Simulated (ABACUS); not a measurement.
Runs of ABACUS 3.10.1 on BP. Symmetry: F-43m, No. 216, cubic system. Conventional cell: a = 4.538 Å, b = 4.538 Å, c = 4.538 Å, α = 90.00°, β = 90.00°, γ = 90.00°. P (site symmetry -43m) is surrounded by 4 B at 1.97 Å. B (site symmetry -43m) is surrounded by 4 P at 1.97 Å. 

```csv
task,level,potentials or basis,k mesh,cutoff (eV),SCF threshold on the density,eigensolver,share of exact exchange,threshold of the auxiliary basis,range of the exchange potential (exx_ccp_rmesh_times),mesh quality,gap on the mesh (eV),V0 of scaled cells (Å³/atom),B0 (GPa)
single point,PBE0-type (share 0.25),"SG15 ONCV 1.2 PBE, DZP LCAO (the cutoffs set its grid)",4 × 4 × 4,1361,1e-07,genelpa,0.25,0.001,2.5,coarse,2.92,-,-
equation of state,PBEsol,"PseudoDojo NC SR 0.4.1 PBEsol standard, plane waves",10 × 10 × 10,1034,1e-08,dav,-,-,-,not flagged,-,11.55,(a)
single point,PBE0-type (share 0.1),"SG15 ONCV 1.2 PBE, DZP LCAO (the cutoffs set its grid)",4 × 4 × 4,1361,1e-07,genelpa,0.1,0.001,2.5,coarse,2.00,-,-
equation of state,r2SCAN,"SG15 ONCV 1.2 PBE, plane waves",6 × 6 × 6,1197,1e-08,dav,-,-,-,coarse,-,11.66,(b)
single point,PBE0-type (share 0.4),"SG15 ONCV 1.2 PBE, DZP LCAO (the cutoffs set its grid)",4 × 4 × 4,1361,1e-07,genelpa,0.4,0.001,2.5,coarse,3.87,-,-
```

Alike in all rows: no spin polarisation; cell as given; smearing fermi-dirac 0.05 eV.

Task: Estimate the missing entries.

Result: (a) 169; (b) 166.

Caveats: some runs use coarse meshes; the potentials were made for another functional, which shifts forces and pressure (some runs); the atomic orbitals were generated for these runs and aren't a published set (some runs); gaps of hybrids in this basis differ from plane-wave ones by up to 0.1 eV (some runs); the basis of atomic orbitals isn't converged, which shifts pressures, moduli and gaps (some runs).

A k mesh can miss the band edges.

Runs at the PBE level aren't shown here.
